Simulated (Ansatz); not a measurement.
## Two inputs for ZnF2 with a Zn vacancy

This input was run with Ansatz:

```yaml
crystal:
  lattice:
    - [4.70294417, 4.70294417, 0.0]
    - [-4.70294417, 4.70294417, 0.0]
    - [0.0, 0.0, 9.39867063]
  atoms:
    - { symbol: Zn, position: [0.5, 0.0, 0.5] }
    - { symbol: Zn, position: [0.5, 0.0, 0.8333333333] }
    - { symbol: Zn, position: [0.0, 0.5, 0.1666666667] }
    - { symbol: Zn, position: [0.0, 0.5, 0.5] }
    - { symbol: Zn, position: [0.0, 0.5, 0.8333333333] }
    - { symbol: Zn, position: [0.0, 0.0, 0.0] }
    - { symbol: Zn, position: [0.0, 0.0, 0.3333333333] }
    - { symbol: Zn, position: [0.0, 0.0, 0.6666666667] }
    - { symbol: Zn, position: [0.5, 0.5, 0.0] }
    - { symbol: Zn, position: [0.5, 0.5, 0.3333333333] }
    - { symbol: Zn, position: [0.5, 0.5, 0.6666666667] }
    - { symbol: F, position: [0.69686162, 0.0, 0.0], spin: 0.5 }
    - { symbol: F, position: [0.69686162, 0.0, 0.3333333333], spin: 0.5 }
    - { symbol: F, position: [0.69686162, 0.0, 0.6666666667] }
    - { symbol: F, position: [0.19686162, 0.5, 0.0] }
    - { symbol: F, position: [0.19686162, 0.5, 0.3333333333] }
    - { symbol: F, position: [0.19686162, 0.5, 0.6666666667] }
    - { symbol: F, position: [0.5, 0.69686162, 0.1666666667], spin: 0.5 }
    - { symbol: F, position: [0.5, 0.69686162, 0.5] }
    - { symbol: F, position: [0.5, 0.69686162, 0.8333333333] }
    - { symbol: F, position: [0.0, 0.19686162, 0.1666666667] }
    - { symbol: F, position: [0.0, 0.19686162, 0.5] }
    - { symbol: F, position: [0.0, 0.19686162, 0.8333333333] }
    - { symbol: F, position: [0.30313838, 0.0, 0.0], spin: 0.5 }
    - { symbol: F, position: [0.30313838, 0.0, 0.3333333333], spin: 0.5 }
    - { symbol: F, position: [0.30313838, 0.0, 0.6666666667] }
    - { symbol: F, position: [0.80313838, 0.5, 0.0] }
    - { symbol: F, position: [0.80313838, 0.5, 0.3333333333] }
    - { symbol: F, position: [0.80313838, 0.5, 0.6666666667] }
    - { symbol: F, position: [0.5, 0.30313838, 0.1666666667], spin: 0.5 }
    - { symbol: F, position: [0.5, 0.30313838, 0.5] }
    - { symbol: F, position: [0.5, 0.30313838, 0.8333333333] }
    - { symbol: F, position: [0.0, 0.80313838, 0.1666666667] }
    - { symbol: F, position: [0.0, 0.80313838, 0.5] }
    - { symbol: F, position: [0.0, 0.80313838, 0.8333333333] }
magnetization:
  spin_polarized: true
kpoints:
  mp_grid: { grid: [3, 3, 2] }
scf:
  occupations: { method: fermi_dirac, width: 1.0 }
  max_iter: 100
hamiltonian:
  xc: pbe
  pseudopotentials: { kind: paw }
output:
  forces: true
  stress: true
  populations: true
  efg: { quadrupole_moments_barn: { Zn: 0.122 }, contact_densities: true }
```

```sh
ansatz run input.yaml --threads 4 --pin off --max-ram 8192MiB --backend cpu --events-out ev --progress --plain --runs-dir out
```

It converged. Of its output the block on the nuclei alone is shown, without the SCF iterations, energies, forces and stress (one atom of each set, the first 14 sets):

```
--- PAW observables at the nuclei: V_zz in 10²¹ V/m², potentials from the cell's mean, atoms counted from 1 ---
  atom   1  Zn V_zz =    +1.462788   η = 0.8637   by run symmetry: allowed   C_q = +4.3151 MHz
            electrostatic potential = -3941.051342 V   contact ρ = 166578.965185 e/Å³   contact ρ_s (e/Å³): all electrons +0.000007, valence +0.000008
  atom   3  Zn V_zz =    +1.982860   η = 0.2058   by run symmetry: allowed   C_q = +5.8493 MHz
            electrostatic potential = -3940.940339 V   contact ρ = 166578.422789 e/Å³   contact ρ_s (e/Å³): all electrons +0.000000, valence -0.000000
  atom   4  Zn V_zz =    +1.953082   η = 0.0474   by run symmetry: allowed   C_q = +5.7615 MHz
            electrostatic potential = -3940.801705 V   contact ρ = 166579.106073 e/Å³   contact ρ_s (e/Å³): all electrons +0.000000, valence +0.000000
  atom   6  Zn V_zz =    +2.741797   η = 0.8539   by run symmetry: allowed   C_q = +8.0882 MHz
            electrostatic potential = -3941.110395 V   contact ρ = 166579.569718 e/Å³   contact ρ_s (e/Å³): all electrons +0.000009, valence +0.000009
  atom   8  Zn V_zz =    +1.917387   η = 0.1085   by run symmetry: allowed   C_q = +5.6562 MHz
            electrostatic potential = -3940.794518 V   contact ρ = 166579.004693 e/Å³   contact ρ_s (e/Å³): all electrons -0.000000, valence -0.000000
  atom   9  Zn V_zz =    -1.569324   η = 0.9276   by run symmetry: allowed   C_q = -4.6294 MHz
            electrostatic potential = -3941.106210 V   contact ρ = 166579.328928 e/Å³   contact ρ_s (e/Å³): all electrons +0.000010, valence +0.000010
  atom  11  Zn V_zz =    +1.781128   η = 0.3483   by run symmetry: allowed   C_q = +5.2542 MHz
            electrostatic potential = -3940.798045 V   contact ρ = 166579.240696 e/Å³   contact ρ_s (e/Å³): all electrons +0.000000, valence +0.000000
  atom  12  F  V_zz =    +8.494771   η = 0.4589   by run symmetry: allowed
            electrostatic potential = -737.804908 V   contact ρ = 3129.063101 e/Å³   contact ρ_s (e/Å³): all electrons -0.000010, valence -0.000013
  atom  14  F  V_zz =    -8.618406   η = 0.5117   by run symmetry: allowed
            electrostatic potential = -736.379288 V   contact ρ = 3127.983782 e/Å³   contact ρ_s (e/Å³): all electrons -0.000000, valence -0.000000
  atom  15  F  V_zz =    -9.006959   η = 0.3722   by run symmetry: allowed
            electrostatic potential = -736.558259 V   contact ρ = 3128.018876 e/Å³   contact ρ_s (e/Å³): all electrons +0.000000, valence +0.000001
  atom  17  F  V_zz =    -8.777495   η = 0.4296   by run symmetry: allowed
            electrostatic potential = -736.283300 V   contact ρ = 3127.999659 e/Å³   contact ρ_s (e/Å³): all electrons -0.000001, valence -0.000001
  atom  18  F  V_zz =    -6.132190   η = 0.8540   by run symmetry: allowed
            electrostatic potential = -737.899138 V   contact ρ = 3129.536001 e/Å³   contact ρ_s (e/Å³): all electrons -0.000011, valence -0.000014
  atom  19  F  V_zz =    -8.605711   η = 0.4465   by run symmetry: allowed
            electrostatic potential = -736.490876 V   contact ρ = 3128.004760 e/Å³   contact ρ_s (e/Å³): all electrons +0.000000, valence +0.000000
  atom  21  F  V_zz =    -9.602288   η = 0.4173   by run symmetry: allowed
            electrostatic potential = -736.790179 V   contact ρ = 3127.988320 e/Å³   contact ρ_s (e/Å³): all electrons +0.000001, valence +0.000001
```

Task: Can these gradients be trusted, and how do they compare with a run on standard settings?

Result: No. Against the standard input the change is `scf.occupations`: {method: fermi_dirac, width: 0.01} → {method: fermi_dirac, width: 1.0}; `scf.max_iter`: not typed → 100. A site carries the number of its first atom; V_zz in 10²¹ V/m².

```json
{"site": "Zn1", "atom": "1", "V_zz standard": "2.29", "η standard": "0.42", "V_zz here": "1.46", "η here": "0.86"}
{"site": "Zn3", "atom": "3", "V_zz standard": "-1.16", "η standard": "0.85", "V_zz here": "1.98", "η here": "0.21"}
{"site": "Zn4", "atom": "4", "V_zz standard": "1.71", "η standard": "0.38", "V_zz here": "1.95", "η here": "0.05"}
{"site": "Zn6", "atom": "6", "V_zz standard": "2.67", "η standard": "0.70", "V_zz here": "2.74", "η here": "0.85"}
{"site": "Zn8", "atom": "8", "V_zz standard": "2.14", "η standard": "0.49", "V_zz here": "1.92", "η here": "0.11"}
{"site": "Zn9", "atom": "9", "V_zz standard": "-3.01", "η standard": "0.96", "V_zz here": "-1.57", "η here": "0.93"}
{"site": "F12", "atom": "12", "V_zz standard": "15.81", "η standard": "0.38", "V_zz here": "8.49", "η here": "0.46"}
{"site": "F17", "atom": "17", "V_zz standard": "-9.07", "η standard": "0.43", "V_zz here": "-8.78", "η here": "0.43"}
{"site": "F18", "atom": "18", "V_zz standard": "14.20", "η standard": "0.95", "V_zz here": "-6.13", "η here": "0.85"}
{"site": "F19", "atom": "19", "V_zz standard": "-9.49", "η standard": "0.49", "V_zz here": "-8.61", "η here": "0.45"}
{"site": "F21", "atom": "21", "V_zz standard": "-11.35", "η standard": "0.27", "V_zz here": "-9.60", "η here": "0.42"}
{"site": "F22", "atom": "22", "V_zz standard": "-9.71", "η standard": "0.37", "V_zz here": "-8.88", "η here": "0.46"}
```

The largest change of V_zz along a kept axis is on F12, from 15.81 to 8.49. The whole tensor moves most on F18, by 13.75 along its most changed direction. In per cent, |V_zz| changes by -36 to -11 on Zn, -46 to -3 on F (all sites that start above 2, bar those whose gradient vanishes or changes sign or whose main axis turns by over 40°). Where |V_zz| stays above 0.1 and the axes keep their order, η moves most on Zn8, from 0.49 to 0.11. On Zn1 V_xx and V_yy change places (or their axes turn by over 50°), so the two values of η hide a larger change. On F18, Zn9, Zn6, Zn3 the largest principal value lies along another axis in the second run, so the two V_zz can't be compared directly. The table leaves out 3 of the 15 sites, with |V_zz| up to 9.44; their tensors move by 0.82 at most along any direction. The statements above cover all sites. The absolute magnetisation of the cell goes from 2.2 to 0.0 μB. SCF iterations: 29 and 21. New warnings: seeded moment not kept. The changed input holds a smearing of electronvolts, so its numbers aren't properties of the crystal.

On the reference run: The defect repeats with the cell of 35 atoms, so it feels its images: sites between two images don't show the values beside a lone defect, and zeros or small values of η there can come from the images' arrangement. F and Zn carry a gradient in the pure host already, so the values there aren't the defect's effect alone. The defect cell has no gap above 0.1 eV on its mesh, so the values can hang on the smearing and the k-mesh. The neighbours have not yet relaxed around the defect (largest force 1.4 eV/Å), so a real crystal will differ.
